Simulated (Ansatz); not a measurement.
## ZnS: single point with PBE

**Experimental background.**

From “Electronic, vibrational, and thermodynamic properties of ZnS (zincblende and rocksalt structure)”, 2009, arxiv:0911.5022, for a bulk crystal of ZnS at 19 K: band gap 3.85 eV (direct).

The system is ZnS.

```
Zn S
1.0
     0.00000    2.70200    2.70200
     2.70200    0.00000    2.70200
     2.70200    2.70200    0.00000
Zn S
1 1
Direct
  0.75000 0.75000 0.75000
  0.00000 0.00000 0.00000
```

```
Program             : Ansatz 0.2.0
Task                : single point
Functional          : PBE
Potentials or basis : Ansatz PAW
Cutoff              : 420 eV (not typed: the program's choice for these potentials)
k mesh              : 9 × 9 × 9
Occupations         : gaussian, width 0.013 eV
Spin                : no spin polarisation
```

```json
{
 "Pressure": "1.6 GPa",
 "Band gap on the k mesh": "2.11 eV, direct"
}
```

Levels at points of the mesh, in eV from the valence-band top:
```
           k point  band 5  band 6  band 7  band 8  band 9  band 10  band 11  band 12  band 13
(0.00, 0.00, 0.00)   -5.83   -5.83    0.00    0.00    0.00     2.11     6.37     6.37     6.37
```

It took 1.1 s on 2 threads of Intel(R) Xeon(R) Processor @ 2.70GHz, with other jobs on the host, peak memory 0.34 GiB.

Against the measured gap of ZnS, 3.85 eV (direct; 19 K; quoted in “Electronic, vibrational, and thermodynamic properties of ZnS (zincblende and rocksalt structure)”, 2009, arxiv:0911.5022), the calculated 2.11 eV is off by -1.74 eV. The value is that of PBE, without temperature or zero-point motion. Semilocal functionals fall short of measured gaps as a rule.

Caveat: odd divisions of the mesh miss points on the zone boundary, where band edges often lie, so the gap on the mesh can be too wide.
